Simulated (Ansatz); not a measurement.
## TaSi2P4 bilayer (AB) in a perpendicular field

Aim: how the TaSi2P4 bilayer (AB) screens a field along its normal, and what the field does to its bands. A positive field points along +c.

Program: Ansatz 0.2.0. Level of theory: plane-wave DFT, PBE-D3(BJ), Ansatz PAW, in the first sound run; inputs show where later runs differ. Results are calculated unless marked as measured.

This is a report of a sequence of runs, with most program output left out.

### Step 1. Set-up

The cell holds 14 atoms: 8 P, 4 Si and 2 Ta. Cell: a = 3.480 Å, b = 3.480 Å, c = 72.392 Å, α = 90.0°, β = 90.0°, γ = 120.0°. Regions: layer 1: TaSi2P4, 7 atoms (4 P, 2 Si and 1 Ta); layer 2: TaSi2P4, 7 atoms (4 P, 2 Si and 1 Ta). Vacuum lies along c.

### Step 2. Relaxation

The starting cell is a guess, so the in-plane lattice and the atoms are relaxed first, with the slab cut off from its images along the normal.

The input, input.yaml:

```yaml
crystal:
  lattice:
    - [3.48, 0.0, 0.0]
    - [-1.74, 3.0137684052, 0.0]
    - [0.0, 0.0, 72.3918223183]
  atoms:
    - { symbol: P, position: [0.0, 0.0, 0.3570845321] }
    - { symbol: Si, position: [0.3333333333, 0.6666666667, 0.3659866114] }
    - { symbol: P, position: [0.3333333333, 0.6666666667, 0.3951335499] }
    - { symbol: Ta, position: [0.0, 0.0, 0.417491294], spin: 1.0 }
    - { symbol: P, position: [0.3333333333, 0.6666666667, 0.4398490382] }
    - { symbol: Si, position: [0.3333333333, 0.6666666667, 0.4689959768] }
    - { symbol: P, position: [0.0, 0.0, 0.477898056] }
    - { symbol: P, position: [0.3333333333, 0.6666666667, 0.522101944] }
    - { symbol: Si, position: [0.6666666667, 0.3333333333, 0.5310040232] }
    - { symbol: P, position: [0.6666666667, 0.3333333333, 0.5601509618] }
    - { symbol: Ta, position: [0.3333333333, 0.6666666667, 0.582508706], spin: 1.0 }
    - { symbol: P, position: [0.6666666667, 0.3333333333, 0.6048664501] }
    - { symbol: Si, position: [0.6666666667, 0.3333333333, 0.6340133886] }
    - { symbol: P, position: [0.3333333333, 0.6666666667, 0.6429154679] }
  periodic: [true, true, false]
magnetization:
  spin_polarized: true
kpoints:
  mp_grid: { grid: [12, 12, 1] }
hamiltonian:
  xc: pbe
  dispersion: d3bj
scf:
  occupations: { method: fermi_dirac, width: 0.05 }
  convergence: { dr2_threshold: 1.0e-09 }
relax:
  f_tol: 0.004
  max_steps: 90
  cell: {}
output:
  write_potential: true
  write_density: true
  volumetric_format: npy
```

Command:

```sh
$ ansatz run input.yaml --threads 4 --pin off --max-ram 12288MiB --backend cpu --events-out ev --progress --plain --runs-dir out
```

It took 9.9 min on 4 threads of Arm Neoverse V1, shared host; peak memory 2.2 GiB; 39 min of CPU time.

The steps of the relaxation:

| step | energy less that of the first step (eV) | largest force component (eV/Å) | volume (Å³) |
| --- | --- | --- | --- |
| 1 | 0.0000 | 3.7633 | 759.24 |
| 2 | -3.4215 | 1.0638 | 757.31 |
| 3 | -3.7044 | 0.2586 | 754.59 |
| 4 | -3.7580 | 0.1242 | 764.89 |
| 5 | -3.7600 | 0.0460 | 762.84 |
| 6 | -3.7601 | 0.0042 | 763.01 |
| 7 | -3.7601 | 0.0003 | 763.04 |
| 8* | -3.7604 | 0.0003 | 763.04 |

Relaxation steps marked * repeat the geometry before them on a plane-wave basis chosen anew for their cell, so energy and pressure can jump there.

Forces are held to the 6 operations that the run works with; a distortion that breaks them can't arise in this run.

| cell as run | before | after | change |
| --- | --- | --- | --- |
| a (Å) | 3.480 | 3.489 | +0.2 % |
| b (Å) | 3.480 | 3.489 | +0.2 % |

The atoms that moved most (Å, along periodic axes as changes of fractional coordinates times the final cell, across vacuum about the mean position):

| atom | dx | dy | dz | length |
| --- | --- | --- | --- | --- |
| P14 | 0.000 | 0.000 | 0.535 | 0.535 |
| P1 | 0.000 | 0.000 | -0.535 | 0.535 |
| P10 | 0.000 | 0.000 | 0.321 | 0.321 |
| P5 | 0.000 | 0.000 | -0.321 | 0.321 |
| Si6 | 0.000 | 0.000 | -0.195 | 0.195 |
| Si9 | 0.000 | 0.000 | 0.192 | 0.192 |
| Ta11 | 0.000 | 0.000 | 0.178 | 0.178 |
| Ta4 | 0.000 | 0.000 | -0.177 | 0.177 |

This step gave:

```yaml
energy_at_zero_smearing: -28462.8069 eV
```

The lattice constant a goes from 3.480 to 3.489 Å.

### Step 3. Single point, field 0, start network

A sawtooth potential applies the field, turning back in the middle of the vacuum. With the dipole correction the typed value is the field outside the slab. The induced dipole is small, so the SCF threshold is tight.

The cell differs from the one that the last finished run ended in (c 72.392 → 39.762 Å).

The input, input.yaml:

```yaml
crystal:
  lattice:
    - [3.4886956765, 0.0, 0.0]
    - [-1.7443478382, 3.0212990819, 0.0]
    - [0.0, 0.0, 39.7622604741]
  atoms:
    - { symbol: P, position: [0.0, 0.0, 0.2263452805] }
    - { symbol: Si, position: [0.3333333333, 0.6666666667, 0.2517906421] }
    - { symbol: P, position: [0.3333333333, 0.6666666667, 0.3080787867] }
    - { symbol: Ta, position: [0.0, 0.0, 0.3453219334] }
    - { symbol: P, position: [0.3333333333, 0.6666666667, 0.3824163456] }
    - { symbol: Si, position: [0.3333333333, 0.6666666667, 0.4386600665] }
    - { symbol: P, position: [0.0, 0.0, 0.4641012849] }
    - { symbol: P, position: [0.3333333333, 0.6666666667, 0.5359181971] }
    - { symbol: Si, position: [0.6666666667, 0.3333333333, 0.5612855775] }
    - { symbol: P, position: [0.6666666667, 0.3333333333, 0.6175939465] }
    - { symbol: Ta, position: [0.3333333333, 0.6666666667, 0.6546924626] }
    - { symbol: P, position: [0.6666666667, 0.3333333333, 0.6919189467] }
    - { symbol: Si, position: [0.6666666667, 0.3333333333, 0.7482061425] }
    - { symbol: P, position: [0.3333333333, 0.6666666667, 0.7736547195] }
kpoints:
  mp_grid: { grid: [18, 18, 1] }
  band_path:
    path: [[0, 0, 0], [0.5, 0, 0], [0.33333333, 0.33333333, 0], [0, 0, 0]]
    npoints: 16
hamiltonian:
  xc: pbe
  dispersion: d3bj
scf:
  occupations: { method: fermi_dirac, width: 0.02585 }
  convergence: { dr2_threshold: 1.0e-10 }
efield:
  axis: 3
  dipole_correction: true
  ramp_position: 0.97
  ramp_width: 0.06
  amplitude: 0
output:
  dos: { projected: true, e_range: [-6, 5] }
  bader: true
  write_potential: true
  write_density: true
  volumetric_format: npy
  elf: true
```

Run time: 98 s. Hardware: 4 threads; peak memory 1.4 GiB; 6.4 min of CPU time.

This step gave:

```yaml
energy_at_zero_smearing: -28462.8066 eV
work_function_upper_face: 5.428 eV
dipole_along_the_normal: -3.27e-4 e·Å
```

Running mean over a fixed 2.5 Å (it still follows the layers) of the planar mean; the ramp of the sawtooth is left out. The electron's electrostatic potential energy less the Fermi level by z:

| z (Å) | electron's electrostatic potential energy less the Fermi level (eV) |
| --- | --- |
| 4 | 5.42 |
| 5 | 5.42 |
| 6 | 5.38 |
| 7 | 4.72 |
| 8 | -0.408 |
| 9 | -6.80 |
| 10 | -7.33 |
| 11 | -4.34 |
| 12 | -4.41 |
| 13 | -9.48 |
| 14 | -9.56 |
| 15 | -6.89 |
| 16 | -4.04 |
| 17 | -5.49 |
| 18 | -8.43 |
| 19 | -3.87 |
| 20 | -0.777 |
| 21 | -5.24 |
| 22 | -8.33 |
| 23 | -4.80 |
| 24 | -3.92 |
| 25 | -8.33 |
| 26 | -9.43 |
| 27 | -8.63 |
| 28 | -3.91 |
| 29 | -4.59 |
| 30 | -8.09 |
| 31 | -5.43 |
| 32 | 1.21 |
| 33 | 5.08 |
| 34 | 5.41 |
| 35 | 5.43 |
| 36 | 5.43 |

The density of states has structure finer than the step of the table below, so its rows give means over 0.25 eV, whole bins alone (the curve runs from -6 to 1.99 eV). Peaks (eV: height): -4.320: 15.2, -1.840: 14.5, -1.750: 15.5, -1.590: 18.9, -1.420: 13.8, -1.290: 16.6, -0.900: 16.2.

Table of density of states by energy, zero at the Fermi level; means over each step:

| energy (eV) | density of states (states/eV a cell) |
| --- | --- |
| -5.75 | 0.752 |
| -5.50 | 1.19 |
| -5.25 | 5.50 |
| -5.00 | 8.92 |
| -4.75 | 6.42 |
| -4.50 | 7.06 |
| -4.25 | 9.80 |
| -4.00 | 5.85 |
| -3.75 | 7.66 |
| -3.50 | 6.17 |
| -3.25 | 7.84 |
| -3.00 | 8.28 |
| -2.75 | 9.61 |
| -2.50 | 8.14 |
| -2.25 | 9.73 |
| -2.00 | 9.79 |
| -1.75 | 11.0 |
| -1.50 | 12.2 |
| -1.25 | 11.7 |
| -1.00 | 9.58 |
| -0.75 | 6.73 |
| -0.50 | 2.74 |
| -0.25 | 4.23 |
| 0.00 | 5.35 |
| 0.25 | 3.50 |
| 0.50 | 1.70 |
| 0.75 | 0.772 |
| 1.00 | 7.5e-4 |
| 1.25 | 0.294 |
| 1.50 | 1.72 |
| 1.75 | 4.86 |

Projected DOS per atom over height of the atomic layer and energy from the Fermi level. Layers: P Si P Ta P Si P P Si P Ta P Si P from below.

Ten even steps from '_' (0.00 states/eV) to '@' (1.68 states/eV), each cell a mean:
```
..::__--__--::::--__::__::..
__________....__..__________
____________________________
______..____________..______
______++____________==______
____..@@..________..@@..____
____..==..________..==..____
..__--==--__::--__--==--__..
==__##**++__====__****##__==
##..******..====..******..##
##::++**==..====..++++++::##
++::==--==::++++::----==::++
==::----==::++++::------::==
==------==::++++--==------==
--::::--::::----::::--::::--
--::::--::::----::::--::::--
::::------::::::::------::::
::--++----::::--::----==::::
::::--::==::::::::==::--::::
------::----====----::----::
__________........__________
____________________________
```
Columns: height of the atomic layer (Å) from 9 to 30.8 (not evenly spaced); rows upwards: energy from the Fermi level (eV) from -5.96 to 1.96.

The electronic bands at the labelled points (eV, zero at the Fermi level):

| point | band 37 | band 38 | band 39 | band 40 | band 41 | band 42 | band 43 | band 44 |
| --- | --- | --- | --- | --- | --- | --- | --- | --- |
| Γ | -0.40 | -0.40 | -0.38 | -0.38 | 0.25 | 0.69 | 2.88 | 2.88 |
| halfway | -1.26 | -1.12 | -1.11 | -0.87 | -0.14 | -0.10 | 1.82 | 2.01 |
| M | -1.63 | -1.49 | -0.69 | -0.66 | -0.33 | -0.31 | 1.27 | 1.30 |
| halfway | -1.78 | -1.50 | -1.13 | -0.98 | 0.20 | 0.22 | 2.01 | 2.19 |
| K | -1.65 | -1.62 | -0.81 | -0.79 | 0.82 | 0.87 | 1.71 | 1.96 |
| halfway | -1.26 | -1.16 | -1.11 | -0.88 | -0.10 | -0.08 | 2.37 | 2.38 |
| Γ | -0.40 | -0.40 | -0.38 | -0.38 | 0.25 | 0.69 | 2.88 | 2.88 |

Valence density in the ca plane at fractional y = 0.667, with atoms of Si and P and Ta within 0.2 Å of it. It is the smooth field of the valence electrons, not physical close to the nuclei.

Ten even steps from '0' (0.00 e/Å³) to '9' (0.79 e/Å³), each cell a mean:
```
00000000000000000012344321001122345432211011
00000000000000000012444311000122355422110001
00000000000000000012344421111233344333321112
00000000000000000001245543234677533467753233
00000000000000000001235334568779633588677553
00000000000000000000133114799216733573169862
00000000000000000000134224688447733585379763
00000000000000000001245544446788633479875444
00000000000000000001345432122455433445432122
```
Columns run along c (16.0 Å, from fractional 0.04 to 0.44 of the cell), rows up along a (3.5 Å). Atoms in or near the plane, at fractional coordinates: Si at (0.25, 0.33), P at (0.31, 0.33), P at (0.38, 0.33), Si at (0.44, 0.33).

Electrostatic potential energy in the ca plane at fractional y = 0.667, with atoms of Si and P and Ta within 0.2 Å of it. With pseudopotentials it is smooth inside the atoms' cores, unlike the true potential.

Ten even steps from '0' (-62 eV) to '9' (8 eV), each cell a mean:
```
99888999999998889999889999998899988889999999
99888999999998889998889999998899988889999999
98889999999988889999999888999999998889999999
77889999998778999999998656789999999877789999
22589999973126899999986312589999999731269999
00379999960004899999984000379999998610048999
01479999961015899999985100479999999610058999
55789999986457999999987534689999999864589999
88889999998888899999998877899999999888899999
```
Columns run along c (16.0 Å, from fractional 0.43 to 0.84 of the cell; values clipped at the 3rd and 97th percentile), rows up along a (3.5 Å). Atoms in or near the plane, at fractional coordinates: Si at (0.44, 0.33), P at (0.54, 0.33), Ta at (0.65, 0.33), P at (0.77, 0.33).

ELF in the ca plane at fractional y = 0.667, with atoms of Si and P and Ta within 0.2 Å of it. It is the smooth field of the valence electrons, not physical close to the nuclei.

Ten even steps from '0' (0.00) to '9' (0.92), each cell a mean:
```
00000000000000013677777642112443111124431013
00000000000000014688766541001222122112210012
00000000000000012467778753224675211246653224
00000000000000000134578865567898622489876656
00000000000000000001356436897447733686368974
00000000000000000000232346997002633540039984
00000000000000000001243336997114633562049983
00000000000000000012478756787788732588778775
00000000000000001346678864346787421368865345
```
Columns run along c (16.0 Å, from fractional 0.04 to 0.44 of the cell), rows up along a (3.5 Å). Atoms in or near the plane, at fractional coordinates: Si at (0.25, 0.33), P at (0.31, 0.33), P at (0.38, 0.33), Si at (0.44, 0.33).

The work function of the upper face is 5.43 eV.

### Step 4. Single point, field 0.1 V/Å

input.yaml: that of step 3 with these lines changed.

```diff
@@ -34,8 +34,6 @@
   dipole_correction: true
-  ramp_position: 0.97
-  ramp_width: 0.06
-  amplitude: 0
+  ramp_position: 0.9691
+  ramp_width: 0.0619
+  amplitude: 0.1
 output:
-  dos: { projected: true, e_range: [-6, 5] }
-  bader: true
   write_potential: true
@@ -43,2 +41 @@
   volumetric_format: npy
-  elf: true
```

Elapsed: 61 s, on 4 threads; peak memory 1.4 GiB.

The dipole is 0.138 e·Å.

### Step 5. Single point, field -0.1 V/Å

input.yaml: that of step 4 with these lines changed.

```diff
@@ -36,3 +36,3 @@
   ramp_width: 0.0619
-  amplitude: 0.1
+  amplitude: -0.1
 output:
```

Wall time 63 s (4 threads); peak memory 1.4 GiB.

The dipole is -0.138 e·Å.

### Step 6. Atoms held, field 0.5 V/Å

input.yaml: that of step 5 with these lines changed.

```diff
@@ -34,5 +34,5 @@
   dipole_correction: true
-  ramp_position: 0.9691
-  ramp_width: 0.0619
-  amplitude: -0.1
+  ramp_position: 0.928
+  ramp_width: 0.144
+  amplitude: 0.5
 output:
```

Run time: 64 s. Hardware: 4 threads; peak memory 1.4 GiB.

The dipole is 0.691 e·Å.

### Step 7. Single point, field -0.3 V/Å

input.yaml: that of step 6 with these lines changed.

```diff
@@ -34,6 +34,8 @@
   dipole_correction: true
-  ramp_position: 0.928
-  ramp_width: 0.144
-  amplitude: 0.5
+  ramp_position: 0.9673
+  ramp_width: 0.0655
+  amplitude: -0.3
 output:
+  dos: { projected: true, e_range: [-6, 5] }
+  bader: true
   write_potential: true
@@ -41 +43,2 @@
   volumetric_format: npy
+  elf: true
```

Elapsed: 1.7 min, on 4 threads; peak memory 1.4 GiB; 6.7 min of CPU time.

The dipole is -0.415 e·Å.

### Step 8. Response, atoms held

This step: plane-wave DFT, PBE-D3(BJ), Ansatz PAW; response to a field along the normal, atoms held (Ansatz 0.2.0).

The dipoles give the slope, and the difference of two potentials shows where the field is screened.

This step gave:

```yaml
equivalent_conductor_thickness_p_eps_0ae: 23.72 Å
distance_between_the_outer_atoms: 21.76 Å
```

The dipole of the cell by applied field:

| applied field (V/Å) | dipole of the cell (e·Å) |
| --- | --- |
| -0.300 | -0.415 |
| -0.100 | -0.138 |
| 0.000 | -3.3e-4 |
| 0.100 | 0.138 |
| 0.500 | 0.691 |

Local field over the applied field, running mean. From the potentials at -0.1 and 0.1 V/Å; running mean over 2.5 Å. Table of local field over applied field by z:

| z (Å) | local field over applied field |
| --- | --- |
| 5 | 0.995 |
| 6 | 0.961 |
| 7 | 0.782 |
| 8 | 0.437 |
| 9 | 0.128 |
| 10 | 0.0668 |
| 11 | 0.0806 |
| 12 | 0.0507 |
| 13 | 0.0211 |
| 14 | 0.00941 |
| 15 | -0.00466 |
| 16 | -0.00467 |
| 17 | -0.00380 |
| 18 | -0.00103 |
| 19 | 0.00356 |
| 20 | 0.00321 |
| 21 | 0.00252 |
| 22 | -0.00132 |
| 23 | -0.00505 |
| 24 | -0.00532 |
| 25 | 4.6e-4 |
| 26 | 0.00833 |
| 27 | 0.0288 |
| 28 | 0.0618 |
| 29 | 0.0761 |
| 30 | 0.0669 |
| 31 | 0.183 |
| 32 | 0.522 |
| 33 | 0.847 |
| 34 | 0.976 |
| 35 | 0.997 |

The induced electron density oscillates, so the rows of the table below give means over windows of 1 Å about each position, cut where the curve ends. Its first 14 maxima inside the range that stand out by 2 % of the span (Å: e/Å³ per V/Å): 8.0: 0.00368, 9.3: 8.4e-4, 11.0: 6.3e-4, 12.2: 7.7e-4, 13.7: 8.9e-4, 15.5: 1.5e-4, 17.1: 6.2e-5, 18.6: 9.4e-5, 20.5: 1.2e-4, 21.9: 1.1e-4, 23.4: 9.5e-5, 24.9: 1.4e-4, 26.7: 8.3e-4, 28.1: -1.5e-4. Its first 14 minima: 9.0: 5.0e-4, 10.2: -0.00150, 11.6: 1.5e-4, 13.1: -8.2e-4, 14.9: -1.3e-4, 16.3: -9.7e-5, 17.8: -1.1e-4, 19.3: -1.2e-4, 21.2: -9.4e-5, 22.7: -6.0e-5, 24.3: -1.5e-4, 26.1: -9.0e-4, 27.5: -7.8e-4, 28.7: -6.3e-4.

Electrons, planar mean, per unit field. Induced electron density against z; means over each step:

| z (Å) | induced electron density (e/Å³ per V/Å) |
| --- | --- |
| 5 | 2.4e-5 |
| 6 | 2.2e-4 |
| 7 | 0.00140 |
| 8 | 0.00312 |
| 9 | 7.9e-4 |
| 10 | -7.6e-4 |
| 11 | 3.2e-4 |
| 12 | 4.6e-4 |
| 13 | -3.4e-4 |
| 14 | 3.6e-4 |
| 15 | -2.5e-5 |
| 16 | -7.3e-6 |
| 17 | 5.3e-6 |
| 18 | -3.1e-5 |
| 19 | -3.4e-5 |
| 20 | 2.4e-5 |
| 21 | -6.7e-6 |
| 22 | 4.8e-5 |
| 23 | 1.7e-5 |
| 24 | -4.1e-5 |
| 25 | 6.0e-5 |
| 26 | -2.9e-4 |
| 27 | 1.1e-4 |
| 28 | -4.0e-4 |
| 29 | 1.9e-5 |
| 30 | 3.5e-4 |
| 31 | -0.00119 |
| 32 | -0.00310 |
| 33 | -9.4e-4 |
| 34 | -1.3e-4 |
| 35 | -1.6e-5 |

By hand: between -0.1 and 0.1 V/Å the dipole changes by 0.2763 e·Å, a slope of 1.381 e·Å²/V. A perfect conductor of thickness t has p = ε₀AEt, so t = 180.95 × 1.381 / 10.540 = 23.72 Å (e/ε₀ = 180.95 V·Å, A in Å²).

The induced dipole is that of a conductor 23.72 Å thick.

(Part 1 of 2 ends here.)

[Logs are printed without paths, hosts, clocks, repeated set-up lines and the standing remarks that a program may print on its own settings, such as how far it seeks lower states.]

[Hosts, paths, dates, database ids (printed as entryN), source tags and the programs' standing remarks are cut or masked in the printed files.]

[Maps of the electrostatic potential energy from Ansatz leave out the sawtooth potential of an applied field or a dipole correction, so their vacuum need not be flat; planar profiles and work functions include it.]

[The density of states shown here was stored with 400 of the rows of the run's finer table, so its peaks can read low, often by over a quarter, or be missed, and its means over a window can be off by a tenth or more.]
